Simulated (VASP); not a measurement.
Here is a VASP 6.6.1 calculation.

The input INCAR:

```
ALGO = Fast
EDIFF = 1E-7
ENCUT = 520
GGA = PE
ISIF = 2
ISMEAR = 0
ISYM = 0
LASPH = True
LCHARG = False
LREAL = Auto
LWAVE = False
NBANDS = 97
NELM = 100
PREC = Accurate
SIGMA = 0.1
```

KPOINTS

```
Automatic mesh
0
Gamma
  2 2 2
  0.5 0.5 0.5
```

File POSCAR:

```
Zr11Si8
1.0
    0.0006118602     -0.0006121440      7.3523123854
   -0.0391422200     -7.1077217319      3.6767461165
    7.1079876794      0.0391420782      3.6767458430
Zr Si
11 8
Direct
    0.0006046916      0.3237837680      0.1763637524
    0.0005613120      0.6736324114      0.8265975266
    0.5005633380      0.6738274590      0.8263872760
    0.1751817393      0.8298553856      0.3220047780
    0.6791828211      0.8168467189      0.3280422927
    0.3219707917      0.1721321794      0.6833421694
    0.8259885217      0.1781837495      0.6703414731
    0.9936715713      0.0029032917      0.0040353161
    0.5009586978      0.0032459961      1.0016013086
    1.0074150681      0.4961715322      0.4973137969
    0.5002883645      0.4985444119      0.4969527929
    0.7517214946      0.8782893768      0.6221759938
    0.2494737383      0.8779745565      0.6218545993
    0.2628231204      0.1233451233      0.3755067958
    0.7383296631      0.1246660074      0.3768489245
    0.8721066808      0.3785275828      0.8779229151
    0.3738170824      0.3788572369      0.8782230372
    0.1290907132      0.6222896940      0.1216337214
    0.6273301119      0.6219478143      0.1213182830
```

Potentials or basis: VASP PAW PBE potentials, release 64 (Zr_sv, Si).

Launch:

```sh
$ cat potpaw_PBE.64/Zr_sv/POTCAR potpaw_PBE.64/Si/POTCAR > POTCAR
$ mpirun -np 1 vasp_std > vasp.out
```

**Question.** Predict the largest force.

**Answer.** 0.011 eV/Å.

**Question.** Predict the band gap on the k mesh.

**Answer.** None (metal or under the smearing width).

**Question.** What does it give for the pressure?

**Answer.** 0.0 GPa.

Forces in eV/Å, atoms in the order of the input:
```
Zr   0.004  0.002  0.000
Zr  -0.001  0.003 -0.001
Zr   0.004  0.007  0.000
Zr   0.000  0.000  0.001
Zr  -0.002 -0.003  0.003
Zr  -0.004 -0.002 -0.003
Zr  -0.001  0.001 -0.002
Zr   0.003  0.002  0.001
Zr   0.003 -0.004 -0.002
Zr   0.000  0.005 -0.001
Zr  -0.004  0.000 -0.001
Si  -0.001 -0.009  0.003
Si  -0.007 -0.003 -0.002
Si   0.005  0.004 -0.002
Si   0.006  0.004  0.003
Si   0.001 -0.011  0.004
Si   0.007 -0.004  0.004
Si  -0.008  0.001 -0.005
Si  -0.004  0.007 -0.001
```

Caveat: the k mesh is coarse (spacing up to 0.53 Å⁻¹), so the values aren't converged.
